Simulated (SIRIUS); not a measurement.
## WS2 (Tungstenite) under changes of volume

One of the cells (18.245 Å³/atom); the others are scaled copies at fixed shape and fractional positions:

```
W S
1.0
     3.18000    0.00000    0.00000
    -1.59000    2.75396    0.00000
     0.00000    0.00000   12.50000
W S
2 4
Direct
  0.66667 0.33333 0.75000
  0.33333 0.66667 0.25000
  0.66667 0.33333 0.37500
  0.33333 0.66667 0.87500
  0.66667 0.33333 0.12500
  0.33333 0.66667 0.62500
```

* Program: SIRIUS 7.12.0
* Functional: LDA
* Potentials or basis: all-electron FP-LAPW
* Cutoff: 208 eV
* Basis: apw+lo standard
* k mesh: 10 × 10 × 3
* Occupations: fermi-dirac, width 0.05 eV
* Spin: no spin polarisation

```csv
volume (Å³/atom),energy over the lowest point (meV/atom),gap on the mesh (eV)
17.150,?,?
17.515,0.00,1.00
17.880,1.55,1.02
18.245,10.74,1.04
18.610,26.75,1.06
18.975,48.84,1.08
19.340,76.37,1.09
```

Q: What does the run at 17.150 Å³/atom give?

A: Energy over the lowest point 6.87 meV/atom; gap on the mesh 0.97 eV.

Worked out: A Birch-Murnaghan fit of order 3 (a polynomial in V^(-2/3)) to the other rows has its minimum at 17.63 Å³/atom with B0 = V·E''(V) = 175 GPa and B' = 4.5 at fixed shape and positions, which overstates the stiffness. It gives 7.01 meV/atom at 17.150 Å³/atom, against the run's 6.87. A straight line through the other rows of the gap, of slope 0.938 eV per unit of ln V, extrapolates to 0.98 eV, against the run's 0.97.

Energies are extrapolated to zero smearing.

Caveats: spin-orbit coupling is left out, which moves the levels of the heavy elements; an odd mesh through Γ misses points on the zone boundary, where band edges often lie.
